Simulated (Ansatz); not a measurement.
# HfO2: the cost of one run

Program: Ansatz 0.2.0. Level of theory: DFT PBE, scalar-relativistic, plane waves, PAW. These are calculated values, not measurements.

4 further runs of the same task are left out: 4 set aside as unsound or not needed.

### Step 1. Starting point

It takes space group P4_2/mnm (No. 136, tetragonal). Conventional cell: a = 4.880 Å, b = 4.880 Å, c = 3.238 Å, α = 90.00°, β = 90.00°, γ = 90.00°. Hf (site symmetry mmm) is surrounded by 6 O at 2.10 to 2.11 Å. O (site symmetry m2m) has 3 Hf at 2.10 to 2.11 Å as nearest neighbours.

Coordinates:

```cif
data_structure
_symmetry_space_group_name_H-M 'P 1'
_symmetry_Int_Tables_number 1
_cell_length_a 4.8804
_cell_length_b 4.8804
_cell_length_c 3.2377
_cell_angle_alpha 90.000
_cell_angle_beta 90.000
_cell_angle_gamma 90.000
_cell_volume 77.12
loop_
_atom_site_label
_atom_site_type_symbol
_atom_site_fract_x
_atom_site_fract_y
_atom_site_fract_z
_atom_site_occupancy
Hf1 Hf 0.00000 0.00000 0.00000 1
Hf2 Hf 0.50000 0.50000 0.50000 1
O1 O 0.19482 0.80518 0.50000 1
O2 O 0.30518 0.30518 0.00000 1
O3 O 0.69482 0.69482 0.00000 1
O4 O 0.80518 0.19482 0.50000 1
```

It goes back to an entry of the Materials Project, which need not be the stable form.

It is the result of an earlier relaxation at this level (volume 12.85 Å³/atom; gap on the mesh: 3.90 eV).

The unstrained cell was computed beforehand with the same settings: E(σ→0) = -33723.2064 eV for 6 atoms, gap 3.90 eV over the zone.

### Step 2. The cell strained by -2.0 %

File input.yaml:

```yaml
crystal:
  lattice:
    - [4.8803694249, 0.0, 0.0]
    - [0.0, 4.8803694249, 0.0]
    - [0.0, 0.0, 3.1729276879]
  atoms:
    - { symbol: Hf, position: [0.0, 0.0, 0.0] }
    - { symbol: Hf, position: [0.5, 0.5, 0.5] }
    - { symbol: O, position: [0.1948153568, 0.8051846432, 0.5] }
    - { symbol: O, position: [0.3051846432, 0.3051846432, 0.0] }
    - { symbol: O, position: [0.6948153568, 0.6948153568, 0.0] }
    - { symbol: O, position: [0.8051846432, 0.1948153568, 0.5] }
basis:
  ecutwfc: 420
kpoints:
  mp_grid: { grid: [6, 6, 8] }
hamiltonian:
  xc: pbe
scf:
  occupations: { method: gaussian, width: 0.02 }
output:
  forces: true
  stress: true
  eigenvalues: true
relax:
  adjacent_minimum: "off"
  f_tol: 0.008
  max_steps: 40
```

The run is started by

```console
$ ansatz run input.yaml --threads 1 --pin off --max-ram 2560MiB --backend cpu --events-out ev --progress --plain --runs-dir out
```

What time and memory should one allow on 1 thread of AMD EPYC 7R43 (Zen 3), shared host?

About 25 s, with a peak of 0.49 GiB.
